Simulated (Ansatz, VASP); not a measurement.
## One calculation of Ti, two programs

The input INCAR:

```
PREC = Accurate ; ENCUT = 520
EDIFF = 1E-6 ; ISMEAR = 0
SIGMA = 0.1 ; LREAL = F
LASPH = T ; NELM = 80
ALGO = Normal ; ISIF = 2
LWAVE = F ; LCHARG = F
LDIPOL = T ; IDIPOL = 3
DIPOL = 0.5 0.5 0.500 ; GGA = PE
IBRION = 2 ; NSW = 70
EDIFFG = -0.03
```

The input KPOINTS:

```
Automatic mesh
0
Gamma
  9 9 1
```

The input POSCAR:

```
Ti
1.0
    3.2555055358      0.0000000000      0.0000000000
    0.0000000000      3.2555055358      0.0000000000
    0.0000000000      0.0000000000     18.8832583036
Ti
4
Selective dynamics
Direct
    0.5000000000      0.5000000000      0.3706987368  F F F
    0.0000000000      0.0000000000      0.4568995789  F F F
    0.5000000000      0.5000000000      0.5431004211  T T T
    0.0000000000      0.0000000000      0.6293012632  T T T
```

Input for Ansatz:

```yaml
crystal:
  lattice:
    - [3.2555055358, 0.0, 0.0]
    - [0.0, 3.2555055358, 0.0]
    - [0.0, 0.0, 18.8832583036]
  atoms:
    - { symbol: Ti, position: [0.5, 0.5, 0.3706987368] }
    - { symbol: Ti, position: [0.0, 0.0, 0.4568995789] }
    - { symbol: Ti, position: [0.5, 0.5, 0.5431004211] }
    - { symbol: Ti, position: [0.0, 0.0, 0.6293012632] }
basis:
  ecutwfc: 420
kpoints:
  mp_grid: { grid: [9, 9, 1] }
hamiltonian:
  xc: pbe
scf:
  occupations: { method: gaussian, width: 0.1 }
output:
  forces: true
  eigenvalues: true
relax:
  adjacent_minimum: "off"
  f_tol: 0.03
  max_steps: 50
  constraints: [{ sites: [0, 1] }]
efield:
  axis: 3
  dipole_correction: true
  ramp_width: 0.04
```

Alike in both runs: task relaxation of the atoms; functional PBE; k mesh 9 × 9 × 1; occupations gaussian, width 0.1 eV; no spin polarisation.

|  | VASP | Ansatz |
| --- | --- | --- |
| version | VASP 6.6.1 | Ansatz 0.2.0 |
| potentials or method | VASP PAW PBE potentials, release 64 (Ti_sv) | scalar-relativistic, plane waves, PAW |
| plane-wave cutoff (eV) | 520 | 420 |
| valence electrons in the cell | 48 | 48 |

|  | VASP | Ansatz | Ansatz less VASP |
| --- | --- | --- | --- |
| gap on the k mesh at the Fermi level, each at its own relaxed structure (eV) | none | none | - |
| energy change over the relaxation (meV/atom) | -13 | -12 | +0.9 |
| work function, face that differs most (eV) | 3.07 | 3.27 | +0.202 |

A gap of «none» marks a metal or a gap that the smearing closes.
